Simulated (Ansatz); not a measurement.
**k-point convergence of GW for Te2Mo (2H monolayer)**

Wanted: mesh convergence of the gap correction in Te2Mo (2H monolayer).

Calculated with Ansatz 0.2.0; G0W0 on PBE, plane waves, PAW.

Most raw output is cut from this account.

**1. Starting point**

The cell holds 3 atoms: 1 Mo and 2 Te. Its edges and angles: a = 3.555 Å, b = 3.555 Å, c = 30.400 Å, α = 90.0°, β = 90.0°, γ = 120.0°. Vacuum lies along c.

The structure was relaxed with PBE. The runs that relaxed it are not among those shown. Spin-orbit coupling is left out unless a step names it. The default PAW set here is soft_2. Its files were made with PBE. The Coulomb interaction is cut off across the vacuum.

**2. The 3×3×1 mesh**

G0W0 replaces the xc potential by the self-energy, built once from these orbitals. Only a window of levels is corrected, while the sums run over the empty bands that the input names.

input.yaml

```yaml
crystal:
  lattice:
    - [3.5550178363, 0.0, 0.0]
    - [-1.7775089182, 3.0787357571, 0.0]
    - [0.0, 0.0, 30.4]
  atoms:
    - { symbol: Mo, position: [0.3333333333, 0.6666666667, 0.5] }
    - { symbol: Te, position: [0.6666666667, 0.3333333333, 0.5594686411] }
    - { symbol: Te, position: [0.6666666667, 0.3333333333, 0.4405313589] }
  periodic: [true, true, false]
kpoints:
  mp_grid: { grid: [3, 3, 1] }
hamiltonian:
  xc: pbe
scf:
  occupations: { method: fixed }
gw:
  n_empty_bands: 405
  ecut_chi: 66.0
  qp_bands: [v2, c2]
  qp_kpoints: band_edges
  screening: { model: contour_deformation }
```

Run with:

```
$ ansatz run input.yaml --threads 3 --pin off --max-ram 92160MiB --backend cuda --events-out ev --progress --plain --runs-dir out --devices 1 --max-vram 13GiB
```

Elapsed: 13 s, on 1 × NVIDIA H100 80GB HBM3 (shared by 6 runs) with 3 threads of AMD EPYC 7R13 (Zen 3), shared host; peak memory 1.4 GiB; 14 s of CPU time.

Numbers from this step:

```yaml
bands_summed: 428
plane_waves_in_the_screening_matrix: 419
q_points_in_the_mesh: 9
g0w0_gap_on_the_mesh: 1.408 eV
k_of_the_valence_top: 0.3333, 0.3333, 0
k_of_the_conduction_bottom: 0.3333, 0.3333, 0
starting_gap_on_the_mesh: 1.030 eV
z_at_the_valence_top: 0.6492
z_at_the_conduction_bottom: 0.6417
least_direct_g0w0_gap_on_the_computed_points: 1.408 eV
```

The gap on the mesh goes from 1.03 eV to 1.41 eV, a correction of +0.38 eV. Between the two edge states, bare exchange in place of the xc potential would open the gap by 5.52 eV, and correlation takes back 5.15 eV.

**3. The 6×6×1 mesh**

A second mesh at equal bands and cutoff isolates the sampling error.

input.yaml: that of step 2 with these lines changed.

```diff
@@ -11,3 +11,3 @@
 kpoints:
-  mp_grid: { grid: [3, 3, 1] }
+  mp_grid: { grid: [6, 6, 1] }
 hamiltonian:
```

It took 29 s on 1 × NVIDIA H100 80GB HBM3 (shared by 6 runs) with 3 threads; peak memory 1.7 GiB; 39 s of CPU time.

This step gave:

```yaml
bands_summed: 428
plane_waves_in_the_screening_matrix: 419
q_points_in_the_mesh: 36
g0w0_gap_on_the_mesh: 1.585 eV
k_of_the_valence_top: 0.3333, 0.3333, 0
k_of_the_conduction_bottom: 0.3333, 0.3333, 0
starting_gap_on_the_mesh: 1.076 eV
z_at_the_valence_top: 0.6847
z_at_the_conduction_bottom: 0.6796
least_direct_g0w0_gap_on_the_computed_points: 1.585 eV
```

Against the run with 3×3×1 mesh, 405 empty bands, screening to 66 eV, the gap moves by +0.18 eV, while the start moved by +0.05 eV.

**4. The 9×9×1 mesh**

input.yaml: that of step 3 with these lines changed.

```diff
@@ -11,3 +11,3 @@
 kpoints:
-  mp_grid: { grid: [6, 6, 1] }
+  mp_grid: { grid: [9, 9, 1] }
 hamiltonian:
```

Wall time 74 s (1 × NVIDIA H100 80GB HBM3 (shared by 6 runs) with 3 threads); peak memory 2.2 GiB; 2 min of CPU time.

This step gave:

| Quantity | Value |
| --- | --- |
| bands summed | 428 |
| plane waves in the screening matrix | 419 |
| G0W0 gap on the mesh | 1.598 eV |
| k of the valence top | 0.3333, 0.3333, 0 |
| k of the conduction bottom | 0.3333, 0.3333, 0 |
| starting gap on the mesh | 1.078 eV |
| least direct G0W0 gap on the computed points | 1.598 eV |

Against the run with 6×6×1 mesh, 405 empty bands, screening to 66 eV, the gap moves by +0.013 eV.

**5. The 12×12×1 mesh**

input.yaml: that of step 4 with these lines changed.

```diff
@@ -11,3 +11,3 @@
 kpoints:
-  mp_grid: { grid: [9, 9, 1] }
+  mp_grid: { grid: [12, 12, 1] }
 hamiltonian:
```

The job ended after 3.1 min (1 × NVIDIA H100 80GB HBM3 (shared by 6 runs) with 3 threads; peak memory 2.8 GiB; 5 min of CPU time).

This step gave:

| Item | Value |
| --- | --- |
| bands summed | 428 |
| plane waves in the screening matrix | 419 |
| G0W0 gap on the mesh | 1.598 eV |
| k of the valence top | 0.3333, 0.3333, 0 |
| k of the conduction bottom | 0.3333, 0.3333, 0 |
| starting gap on the mesh | 1.078 eV |
| least direct G0W0 gap on the computed points | 1.598 eV |

Against the run with 9×9×1 mesh, 405 empty bands, screening to 66 eV, the gap moves by −0.0001 eV.

**6. The meshes together**

Times are wall times on 1 × NVIDIA H100 80GB HBM3 (shared by 6 runs) with 3 threads of AMD EPYC 7R13 (Zen 3), shared host, good to a factor of about two.

```
   mesh  points  irreducible  start (eV)  G0W0 (eV)  shift (eV)  mean of 1 + 4πα/V (set by the cell height)     time
  3×3×1       9            3       1.030      1.408      +0.378                                        4.60     13 s
  6×6×1      36            7       1.076      1.585      +0.510                                        4.01     29 s
  9×9×1      81           12       1.078      1.598      +0.520                                        3.89     74 s
12×12×1     144           19       1.078      1.598      +0.520                                        3.88  3.1 min
```

**7. Summary of results**

```
3×3×1    : 1.408 eV (shift +0.378)
6×6×1    : 1.585 eV (shift +0.510)
9×9×1    : 1.598 eV (shift +0.520)
12×12×1  : 1.598 eV (shift +0.520)
settings : PBE start, 405 empty bands, 66 eV
```

**Reading.** The shift is +0.38 eV on 3×3×1 and +0.52 eV on 12×12×1; the last step moves it by −0.0002 eV. The mean of 1 + 4πα/V (set by the cell height) ranges from 3.88 to 4.60 and ends at 3.88; the coarsest mesh overstates it. From 9 to 144 points the time grows 14-fold. Bands and cutoff are modest here, so the values stand off the basis limit. The many-body steps are scalar-relativistic: spin-orbit coupling is not in them.

[Paths, hosts, dates, memory and timing lines, banners, echoed tables and standing remarks are left out of the program output.]

[Logs are printed without paths, hosts, clocks, repeated set-up lines and the standing remarks that a program may print on its own settings, such as how far it seeks lower states.]

[Runs of the session that timed out or met a known fault of the program may be left out.]

[Cells called generated may have been cut or substituted from an entry of the Crystallography Open Database or the Materials Project.]

[Hosts, paths, dates, database ids (printed as entryN), source tags and the programs' standing remarks are cut or masked in the printed files.]
